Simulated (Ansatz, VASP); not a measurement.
**Two plane-wave programs on MgO (Periclase)**

```xyz
2
Lattice="0.0000 2.1071 2.1071 2.1071 0.0000 2.1071 2.1071 2.1071 0.0000" Properties=species:S:1:pos:R:3 pbc="T T T"
Mg    0.0000    0.0000    0.0000
O     2.1071    2.1071    2.1071
```

Alike in both runs: functional PBEsol; k mesh 10 × 10 × 10; occupations gaussian, width 0.02 eV; no spin polarisation.

Ansatz relaxed the structure, and its values are those at the end. VASP's run is a single point on that final structure, the one shown.

|  | VASP | Ansatz |
| --- | --- | --- |
| version | VASP 6.6.1 | Ansatz 0.2.0 |
| potentials or method | VASP PAW PBE potentials, release 64 (Mg, O) | scalar-relativistic, plane waves, PAW |
| plane-wave cutoff (eV) | 520 | 420 |
| valence electrons in the cell | 8 | 16 |

Ansatz gave:

* gap on the k mesh at the Fermi level (eV): 4.62
* least direct gap on the mesh (eV): 4.62
* pressure (GPa): 0.0

Problem. Which values does VASP return?

Solution. gap on the k mesh at the Fermi level (eV): 4.62; least direct gap on the mesh (eV): 4.62; pressure (GPa): -0.5.

The two sets of potentials don't hold the same shells in valence.

Caveats: the PAW data sets were made with another functional, which shifts forces and pressure a little (VASP). PBEsol gaps usually lie below the measured ones, often by a third to a half.
